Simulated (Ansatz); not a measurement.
**W: response to strain**

Aim: deform W (xy engineering shear strain of -1.5 %) and compute stress, forces and field gradients with LAPW, PAW and all-electron datasets made for the crystal.

Computed with Ansatz 0.2.0 (DFT PBE, scalar-relativistic, unless a step's input says otherwise).

## Step 1: The starting structure

The structure is cubic, space group Fm-3m (No. 225). The conventional cell has a = 4.060 Å, b = 4.060 Å, c = 4.060 Å, α = 90.00°, β = 90.00°, γ = 90.00°. W (site symmetry m-3m) is surrounded by 12 W at 2.87 Å.

As a file:

```cif
data_structure
_symmetry_space_group_name_H-M 'Fm-3m'
_symmetry_Int_Tables_number 225
_cell_length_a 4.0600
_cell_length_b 4.0600
_cell_length_c 4.0600
_cell_angle_alpha 90.000
_cell_angle_beta 90.000
_cell_angle_gamma 90.000
_cell_volume 66.92
loop_
_atom_site_label
_atom_site_type_symbol
_atom_site_symmetry_multiplicity
_atom_site_Wyckoff_symbol
_atom_site_fract_x
_atom_site_fract_y
_atom_site_fract_z
_atom_site_occupancy
W1 W 4 a 0.00000 0.00000 0.00000 1
```

The file gives the conventional cell by its symmetry; the runs use the cell typed in the input.

## Step 2: The deformed structure

Space group Fm-3m before, Immm after.

## Step 3: All-electron LAPW

input.yaml

```yaml
crystal:
  lattice:
    - [-0.015225, 2.03, 2.03]
    - [2.03, -0.015225, 2.03]
    - [2.014775, 2.014775, 0.0]
  atoms:
    - { symbol: W, position: [0.0, 0.0, 0.0] }
kpoints:
  mp_grid: { grid: [14, 14, 14] }
scf:
  occupations: { method: fermi_dirac, width: 0.05 }
hamiltonian:
  xc: pbe
  pseudopotentials: { kind: all_electron, lapw: { basis_error: 0.00025 } }
output:
  forces: true
  stress: true
  eigenvalues: true
```

## Step 4: Frozen-core PAW

input.yaml, as its differences from that of step 3:

```diff
@@ -13,3 +13,3 @@
   xc: pbe
-  pseudopotentials: { kind: all_electron, lapw: { basis_error: 0.00025 } }
+  pseudopotentials: { kind: paw }
 output:
@@ -18 +18,2 @@
   eigenvalues: true
+  efg: { contact_densities: true }
```

## Step 5: All-electron PAW on datasets made for the crystal

input.yaml, as its differences from that of step 4:

```diff
@@ -13,3 +13,3 @@
   xc: pbe
-  pseudopotentials: { kind: paw }
+  pseudopotentials: { kind: all_electron, datasets: crystal }
 output:
```

(Steps that only read results are left out.)

Q: Predict the outcome of this session. Wanted: pressure; largest shear or deviatoric stress.

As calculated:

| quantity | value |
| --- | --- |
| pressure | LAPW -4.52, PAW -4.62, crystal datasets -4.51 GPa |
| largest shear or deviatoric stress (LAPW) | 2.45 GPa |

**Reading.** The largest part of the stress beyond the pressure is 2.45 GPa in size, in the xy component. No run of the undeformed cell stands beside it, so the pressure holds what the given cell had before the change. PAW: stress within 0.10 GPa of LAPW. Crystal datasets: stress within 0.01 GPa of LAPW. Spin-orbit coupling is left out, though the cell holds W; in elements this heavy it can shift bands and gaps by tenths of an eV.
